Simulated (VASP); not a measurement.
# Pd (Fd-3m) in VASP: notebook, part 3 of 3

VASP 6.6.1. The steps go on from the part before.

**4. Single point, LDA, collinear spin, typed start**

This run uses another cell than the first one, of 19.50 Å³/atom, 0.880 times its volume.

The input, INCAR:

```
ALGO = Fast ; EDIFF = 1E-6
ENCUT = 520 ; GGA = CA
ISIF = 2 ; ISMEAR = -1
ISPIN = 2 ; LASPH = True
LCHARG = False ; LMAXMIX = 4
LORBIT = 11 ; LREAL = False
LWAVE = False ; MAGMOM = 0.422 0.422
NBANDS = 21 ; NELM = 150
PREC = Accurate ; SIGMA = 0.05
```

The input, KPOINTS:

```
k-points
0
Gamma
  11 11 11
```

The input, POSCAR:

```
Pd
1.0
    0.0000000000      2.6917244161      2.6917244161
    2.6917244161      0.0000000000      2.6917244161
    2.6917244161      2.6917244161      0.0000000000
Pd
2
Direct
    0.1250000000      0.1250000000      0.1250000000
    0.8750000000      0.8750000000      0.8750000000
```

Potentials or basis: VASP PAW LDA potentials, release 64 (Pd).

Launch:

```
cat potpaw_LDA.64/Pd/POTCAR > POTCAR
mpirun -np 1 vasp_std > vasp.out
```

OUTCAR:

```text
EDIFF = 1E-6
   ENCUT = 520
   GGA = CA
   ISIF = 2
   ISMEAR = -1
   ISPIN = 2
   LASPH = True
   LORBIT = 11
   LREAL = False
   NELM = 150
   PREC = Accurate

 ion  position               nearest neighbor table
   1  0.125  0.125  0.125-   2 2.33   2 2.33   2 2.33   2 2.33
   2  0.875  0.875  0.875-   1 2.33   1 2.33   1 2.33   1 2.33

  LATTYP: Found a face centered cubic cell.
 ALAT       =     5.3834488322

  Lattice vectors:

 A1 = (   0.0000000000,   2.6917244161,   2.6917244161)
 A2 = (   2.6917244161,   0.0000000000,   2.6917244161)
 A3 = (   2.6917244161,   2.6917244161,   0.0000000000)

Analysis of symmetry for initial positions (statically):
=====================================================================
 Subroutine PRICEL returns:
 Original cell was already a primitive cell.

 Routine SETGRP: Setting up the symmetry group for a
 face centered cubic supercell.

 Subroutine GETGRP returns: Found 48 space group operations
 (whereof 12 operations were pure point group operations)
 out of a pool of 48 trial point group operations.

The static configuration has the point symmetry D_3d.
 The point group associated with its full space group is O_h .

Analysis of symmetry for dynamics (positions and initial velocities):
=====================================================================
 Subroutine PRICEL returns:
 Original cell was already a primitive cell.

 Routine SETGRP: Setting up the symmetry group for a
 face centered cubic supercell.

 Subroutine GETGRP returns: Found 48 space group operations
 (whereof 12 operations were pure point group operations)
 out of a pool of 48 trial point group operations.

The dynamic configuration has the point symmetry D_3d.
 The point group associated with its full space group is O_h .

Analysis of structural, dynamic, and magnetic symmetry:
=====================================================================
 Subroutine PRICEL returns:
 Original cell was already a primitive cell.

 Routine SETGRP: Setting up the symmetry group for a
 face centered cubic supercell.

 Subroutine GETGRP returns: Found 48 space group operations
 (whereof 12 operations were pure point group operations)
 out of a pool of 48 trial point group operations.

The overall configuration has the point symmetry D_3d.
 The point group associated with its full space group is O_h .

 Subroutine INISYM returns: Found 48 space group operations
 (whereof 12 operations are pure point group operations),
 and found     1 'primitive' translations

----------------------------------------------------------------------------------------

                                     Primitive cell

  volume of cell :      39.0051

  direct lattice vectors                    reciprocal lattice vectors
     0.000000000  2.691724416  2.691724416    -0.185754529  0.185754529  0.185754529
     2.691724416  0.000000000  2.691724416     0.185754529 -0.185754529  0.185754529
     2.691724416  2.691724416  0.000000000     0.185754529  0.185754529 -0.185754529

  length of vectors
     3.806673175  3.806673175  3.806673175     0.321736281  0.321736281  0.321736281

[... 70 lines left out ...]
 SYSTEM =  unknown system
   PREC   = accura    normal or accurate (medium, high low for compatibility)
   ISTART =      0    job   : 0-new  1-cont  2-samecut
   ICHARG =      2    charge: 1-file 2-atom 10-const
   ISPIN  =      2    spin polarized calculation?
   LNONCOLLINEAR =      F non collinear calculations
   LSORBIT =      F    spin-orbit coupling
   LASPH  =      T    aspherical Exc in radial PAW
   ENCUT  =  520.0 eV  38.22 Ry    6.18 a.u.   7.08  7.08  7.08*2*pi/ulx,y,z
   NELM   =    150;   NELMIN=  2; NELMDL= -5     # of ELM steps
   EDIFF  = 0.1E-05   stopping-criterion for ELM
   LREAL  =      F    real-space projection
   EDIFFG = 0.1E-04   stopping-criterion for IOM
   NSW    =      0    number of steps for IOM
   IBRION =     -1    ionic relax: 0-MD 1-quasi-New 2-CG
   NFREE  =      0    steps in history (QN), initial steepest desc. (CG)
   ISIF   =      2    stress and relaxation
   ISYM   =      2    0-nonsym 1-usesym 2-fastsym
   POTIM  = 0.5000    time-step for ionic-motion
   TEBEG  =    0.0;   TEEND  =   0.0 temperature during run
   PSTRESS=    0.0 pullay stress
   NELECT =      20.0000    total number of electrons
   NUPDOWN=      -1.0000    fix difference up-down
   EMIN   =  10.00;   EMAX   =-10.00  energy-range for DOS
   EFERMI =   0.00;   METHOD = LEGACY
   ISMEAR =    -1;   SIGMA  =   0.05  broadening in eV -4-tet -1-fermi 0-gaus
   EFERMI_NEDOS =   21; number of points for ismear=-14 and -15
   IALGO  =     68    algorithm
   IMIX   =      4    mixing-type and parameters
     AMIX     =   0.40;   BMIX     =  1.00
     AMIX_MAG =   1.60;   BMIX_MAG =  1.00
  volume/ion in A,a.u.               =      19.50       131.61
  Fermi-wavevector in a.u.,A,eV,Ry     =   1.310321  2.476147 23.360388  1.716940
  Thomas-Fermi vector in A             =   2.440859
   LORBIT       =     11    0 simple, 1 ext, 2 COOP (PROOUT), +10 PAW based schemes
   GGA     = CA    functional components
   LHFCALC =     F    Hartree Fock is set to
   AEXX    =    0.0000 exact exchange contribution
   IVDW    =     0    specifies the selected vdW correction
   LEPSILON=     F    determine dielectric tensor
   LRPA    =     F    only Hartree local field effects (RPA)
 spin polarized calculation
 RMM-DIIS sequential band-by-band and
  energy-cutoff  :      520.00
  volume of cell :       39.01
 maximum number of plane-waves:      1067
   NGX = 15   NGY = 15   NGZ = 15

 number of electron      20.0000009 magnetization       0.4614053

 Free energy of the ion-electron system (eV)
  ---------------------------------------------------
  ext. energy  EPLUGINS =         0.00000000
  ---------------------------------------------------
  free energy    TOTEN  =        -9.97443532 eV

  energy without entropy =       -9.93023065  energy(sigma->0) =       -9.95233298

 E-fermi :   6.2989     XC(G=0): -11.5378

 val. band max:        6.2965665900   @ k =  -0.2727   0.2727   0.0000
 cond. band min:       6.2990259708   @ k =   0.3636   0.1818   0.0909
 fundamental gap:      0.0024593808
 Fermi energy:         6.2988645887

 spin component 1

 k-point     1 :       0.0000    0.0000    0.0000
  band No.  band energies     occupation
      1       0.4345      1.00000
      2       1.6048      1.00000
      3       1.6048      1.00000
      4       1.9018      1.00000
      5       1.9018      1.00000
      6       1.9018      1.00000
[... 565 lines left out ...]
     20      24.2848      0.00000
     21      26.9224      0.00000

 [... further k-points ...]

 spin component 2

 k-point     1 :       0.0000    0.0000    0.0000
  band No.  band energies     occupation
      1       0.4709      1.00000
      2       1.7309      1.00000
      3       1.7309      1.00000
      4       2.0354      1.00000
      5       2.0354      1.00000
      6       2.0354      1.00000
[... 565 lines left out ...]
     20      24.3303      0.00000
     21      26.9760      0.00000

 [... further k-points ...]

------------------------ aborting loop because EDIFF is reached ----------------------------------------

  FORCE on cell =-STRESS in cart. coord.  units (eV):
  Direction    XX          YY          ZZ          XY          YZ          ZX
  --------------------------------------------------------------------------------------
  -------------------------------------------------------------------------------------
  Total        3.9560124      3.9560124      3.9560124     -0.0000000     -0.0000000     -0.0000000
  in kB      162.4974139    162.4974139    162.4974139     -0.0000000     -0.0000000     -0.0000000
  external PRESSURE =     162.4974139 kB  Pullay stress =       0.0000000 kB

 VOLUME and BASIS-vectors are now :
 -----------------------------------------------------------------------------
  energy-cutoff  :      520.00
  volume of cell :       39.01
      direct lattice vectors                 reciprocal lattice vectors
     0.000000000  2.691724416  2.691724416    -0.185754529  0.185754529  0.185754529
     2.691724416  0.000000000  2.691724416     0.185754529 -0.185754529  0.185754529
     2.691724416  2.691724416  0.000000000     0.185754529  0.185754529 -0.185754529

 POSITION                                       TOTAL-FORCE (eV/Angst)
 -----------------------------------------------------------------------------------
      0.67293      0.67293      0.67293         0.000000      0.000000      0.000000
      4.71052      4.71052      4.71052        -0.000000     -0.000000     -0.000000
 -----------------------------------------------------------------------------------
    total drift:                                0.000000     -0.000000     -0.000000

  FREE ENERGIE OF THE ION-ELECTRON SYSTEM (eV)
  ---------------------------------------------------
  free  energy   TOTEN  =        -9.9744353191 eV

  energy  without entropy=       -9.9302306466  energy(sigma->0) =       -9.95233298

 total charge

# of ion       s       p       d       tot
------------------------------------------
    1        0.602   0.481   8.573   9.655
    2        0.602   0.481   8.573   9.655
--------------------------------------------------
tot          1.204   0.961  17.146  19.311

 magnetization (x)

# of ion       s       p       d       tot
------------------------------------------
    1       -0.002   0.002   0.222   0.222
    2       -0.002   0.002   0.222   0.222
--------------------------------------------------
tot         -0.004   0.004   0.445   0.445
```

stdout:

```text
POSCAR found type information on POSCAR Pd
 POSCAR found :  1 types and       2 ions
 scaLAPACK will be used
 LDA part: xc-table for (Slater(with rela. corr.)+CA(PZ))
 , standard interpolation
 POSCAR, INCAR and KPOINTS ok, starting setup
 FFT: planning ... GRIDC
 FFT: planning ... GRID_SOFT
 FFT: planning ... GRID
 WAVECAR not read
 entering main loop
```

It took 75 s on 1 thread of Intel Xeon Platinum 8259CL at 2.50GHz (Skylake/Cascade Lake), shared host; peak memory 0.18 GiB.

Results:

```yaml
Free_energy: -9.9744 eV
Pressure: 16.2 GPa
Band_gap_on_the_k_mesh: none (metal or under the smearing width)
Net_moment: 0.46 μB per cell
Site_moments: Pd +0.22 μB
Valence_electrons_inside_the_program's_atomic_spheres: Pd 9.65
```

Caveat: so large a pressure means that the cell lies far from this level's equilibrium, or that cutoff or potentials fall short.

**5. Single point, LDA, collinear spin, typed start**

The input, INCAR:

```
  ALGO = Fast
  EDIFF = 1E-7
  ENCUT = 520
  ISIF = 2
  ISMEAR = -1
  ISPIN = 2
  LASPH = True
  LCHARG = False
  LMAXMIX = 4
  LORBIT = 11
  LREAL = False
  LWAVE = False
  MAGMOM = 0.422 0.422
  NBANDS = 21
  NELM = 150
  PREC = Accurate
  SIGMA = 0.05
```

KPOINTS is that of step 4.

The input, POSCAR:

```
Pd
1.0
    0.0000000000      2.8089005936      2.8089005936
    2.8089005936      0.0000000000      2.8089005936
    2.8089005936      2.8089005936      0.0000000000
Pd
2
Direct
    0.1250000000      0.1250000000      0.1250000000
    0.8750000000      0.8750000000      0.8750000000
```

Launch:

```
cat potpaw_LDA.64/Pd/POTCAR > POTCAR
mpirun -np 1 vasp_std > vasp.out
```

Run time: 93 s. Hardware: 1 thread of Intel Xeon Platinum 8259CL at 2.50GHz (Skylake/Cascade Lake), shared host; peak memory 0.2 GiB.

It converged, with:

| Property | Result |
| --- | --- |
| Free energy | -10.2062 eV |
| Pressure | -0.4 GPa |
| Band gap on the k mesh | none (metal or under the smearing width) |
| Net moment | 0.84 μB per cell |
| Site moments | Pd +0.40 μB |
| Valence electrons inside the program's atomic spheres | Pd 9.42 |

Levels at points of the mesh, in eV from the Fermi level:
Spin up:
```
           k point  band 7  band 8  band 9  band 10  band 11  band 12  band 13  band 14  band 15  band 16
(0.00, 0.00, 0.00)   -1.67   -1.67   -1.67    -0.30    -0.30    12.22    12.22    12.22    12.61    12.63
```
Spin down:
| k point | band 8 | band 9 | band 10 | band 11 | band 12 | band 13 |
| --- | --- | --- | --- | --- | --- | --- |
| (0.00, 0.00, 0.00) | -1.41 | -1.41 | -0.02 | -0.02 | 12.32 | 12.32 |

**6. Overview**

| spin | cell | k mesh | smearing | gap on the mesh (eV) | pressure (GPa) | moment (μB) |
| --- | --- | --- | --- | --- | --- | --- |
| off | Fd-3m, 22.17 Å³/atom | 11 × 11 × 11 | fermi-dirac 0.1 eV | none | -0.3 | - |
| collinear, typed start | Fd-3m, 22.16 Å³/atom | 16 × 16 × 16 | fermi-dirac 0.05 eV | none | -0.3 | 0.82 |
| collinear, typed start | Fd-3m, 19.5 Å³/atom | 11 × 11 × 11 | fermi-dirac 0.05 eV | none | 16.2 | 0.46 |
| collinear, typed start | Fd-3m, 22.16 Å³/atom | 11 × 11 × 11 | fermi-dirac 0.05 eV | none | -0.4 | 0.84 |

Alike in all rows: task single point; level LDA; potentials or basis VASP PAW LDA potentials, release 64 (Pd); cutoff (eV) 520.

Every run on the cell as given and a fine mesh finds a metal.

Caveats: so large a pressure means that the cell lies far from this level's equilibrium, or that cutoff or potentials fall short (some runs).

Total energies depend on the potentials used, so only differences within one code and one set of settings carry meaning.
